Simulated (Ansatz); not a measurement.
A computed series for NaCl: response to strain

Consider NaCl in the rock salt structure (space group Fm-3m, No. 225).

```
CELL_PARAMETERS angstrom
      0.00000     2.84777     2.84777
      2.84777     0.00000     2.84777
      2.84777     2.84777     0.00000
ATOMIC_POSITIONS crystal
  Na 0.00000 0.00000 0.00000
  Cl 0.50000 0.50000 0.50000
```

Strains are applied to the cell and any free atomic positions relax.

Calculations: PBE (Ansatz, a first-principles code; PAW; 420 eV plane waves; no SOC).

```
isotropic strain (%)  pressure (GPa)
--------------------  --------------
-3                               2.7
-2.5                             2.1
-1.5                             1.2
0                                0.0
0.5                             -0.3
1                               -0.7
1.5                                ?
2                               -1.2
2.5                             -1.5
```

Fit P = P₀ − Bδ + Cδ² with δ = (1 + ε)³ − 1 to the rows shown and predict the withheld row.

Least squares on the printed values gives P₀ = 0.0 GPa, B = 24.4 GPa, C = 67.8 GPa (largest residual 0.1 GPa); this predicts -1.0 GPa, and the run gives -0.9 GPa, in agreement.

Whether these cells are dynamically stable was not tested.
